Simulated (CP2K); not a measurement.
Band structure of Li₃N (P6/mmm, 4 atoms in the cell).

```yaml
crystal:
  lattice:
    - [3.57255, 0.00000, 0.00000]
    - [-1.78628, 3.09392, 0.00000]
    - [0.00000, 0.00000, 3.81494]
  atoms:
    - { symbol: Li, position: [0.00000, 0.00000, 0.50000] }
    - { symbol: Li, position: [0.33333, 0.66667, 0.00000] }
    - { symbol: Li, position: [0.66667, 0.33333, 0.00000] }
    - { symbol: N, position: [0.00000, 0.00000, 0.00000] }
```

Method of the run: PBE, GPW, DZVP-MOLOPT-SR-GTH basis, GTH-PBE potentials (GTH_POTENTIALS) (CP2K 2026.2).

Settings: CUTOFF = 400 Ry; REL_CUTOFF = 50 Ry; KPOINTS/SCHEME = MONKHORST-PACK 6 6 5; GAMMA_CENTERED = T; XC_FUNCTIONAL = PBE; Li/BASIS_SET = DZVP-MOLOPT-SR-GTH-q3; Li/POTENTIAL = GTH-PBE-q3; N/BASIS_SET = DZVP-MOLOPT-SR-GTH-q5; N/POTENTIAL = GTH-PBE-q5; METHOD = GPW; EPS_DEFAULT = 1e-10; EXTRAPOLATION = USE_GUESS; NGRIDS = 4; SCF_GUESS = ATOMIC.

The starting cell comes from a database of computed structures (which also holds hypothetical and non-ambient phases and stackings), without a prior relaxation at this level. Its lattice was rescaled by a random factor within 2.5 % of one. Values carry the incompleteness of an atom-centred basis.

**Question.** Predict the gap along the standard path and the places of the band edges.

**Answer.** The gap along the path is 1.13 eV, from A to L; the smallest direct gap on it is 1.48 eV.

Levels in eV from the top of the valence band on the SCF mesh, bands 4 to 8:
| point | 4 | 5 | 6 | 7 | 8 |
|---|---|---|---|---|---|
| Γ | -11.50 | -1.66 | -0.20 | -0.20 | 1.28 |
| M | -11.38 | -2.36 | -1.31 | -0.78 | 4.87 |
| K | -11.37 | -1.98 | -1.98 | -0.67 | 5.50 |
| A | -11.57 | -2.79 | 0.02 | 0.02 | 4.13 |
| L | -11.53 | -1.40 | -1.00 | -0.65 | 1.15 |
| H | -11.53 | -1.30 | -1.30 | -0.33 | 2.61 |

Higher empty bands are left out: an atom-centred basis made for the valence describes them poorly.
